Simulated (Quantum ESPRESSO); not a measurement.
Pb:

```
CELL_PARAMETERS angstrom
-1.97966 1.97966 1.97966
1.97966 -1.97966 1.97966
1.97966 1.97966 -1.97966
ATOMIC_POSITIONS crystal
Pb 0.00000 0.00000 0.00000
```

This isn't the form of Pb at room conditions, which is fcc.

- Program: Quantum ESPRESSO 7.5
- Task: phonons and electron-phonon coupling
- Functional: PBE
- Potentials or basis: SPMS 1.0 PBE
- Cutoff: 680 eV
- Density cutoff: 2721 eV
- k mesh: 8 × 8 × 8
- Occupations: methfessel-paxton, width 0.272 eV
- Spin: no spin polarisation
- Mixing beta: 0.5
- Most SCF iterations: 120
- SCF threshold: 2e-10 Ry
- q mesh: 4 × 4 × 4

The cell and the atoms were relaxed first, to 31.98 Å³/atom (a = 3.463 Å, b = 3.463 Å, c = 3.463 Å, α = 109.47°, β = 109.47°, γ = 109.47°), and the response was taken there.

Is this structure dynamically stable at this level, and how far does the spectrum reach?

No: the interpolated spectrum has imaginary modes, down to 13i cm⁻¹ near q = (0.00, 0.00, 0.33). The highest frequency is 70 cm⁻¹.

Phonon frequencies at the corners of the path (cm⁻¹, interpolated; i marks imaginary ones):
| point | frequencies |
| --- | --- |
| Γ | 0 0 0 |
| H | 70 70 70 |
| N | 4 50 67 |
| P | 66 66 66 |

Phonon states per cell in windows of 5 cm⁻¹ (negative: imaginary):
```
from (cm⁻¹)  total
        -15   0.00
        -10   0.00
         -5   0.01
          0   0.03
          5   0.05
         10   0.09
         15   0.11
         20   0.13
         25   0.14
         30   0.18
         35   0.19
         40   0.20
         45   0.25
         50   0.33
         55   0.29
         60   0.52
         65   0.49
```

Caveat: the mesh is thin for the phonons of a metal; some modes are imaginary; the interpolated spectrum has imaginary branches, which spoil the λ, ω_log and α²F that the log prints; λ from interpolated matrix elements is rough: modes that symmetry makes equal can differ by tens of percent.
